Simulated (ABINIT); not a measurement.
The system is Ag.

```xyz
1
Lattice="0.0000 2.0427 2.0427 2.0427 0.0000 2.0427 2.0427 2.0427 0.0000" Properties=species:S:1:pos:R:3 pbc="T T T"
Ag    0.0000    0.0000    0.0000
```

Base run:

| Property | Result |
| --- | --- |
| Program | ABINIT 10.8.3 (patched build) |
| Functional | AM05 |
| Potentials or basis | JTH PAW PBE v2.0 |
| Cutoff | 544 eV |
| k mesh | 11 × 11 × 11 |
| Occupations | fermi-dirac, width 0.05 eV |
| Spin | no spin polarisation |

Its results: band gap on the k mesh none (metal or under the smearing width); pressure -2.6 GPa.

After a change of settings the same cell gave: band gap on the k mesh none (metal or under the smearing width); pressure 12.0 GPa. Which change was it?
A. functional from AM05 to SCAN
B. functional from AM05 to BLYP
C. functional from AM05 to PBEsol
D. functional from AM05 to PW91

B.

BLYP binds less tightly than AM05, so the same cell stands under more pressure.

Caveats: the PAW data sets were made with another functional, which shifts forces and pressure a little.
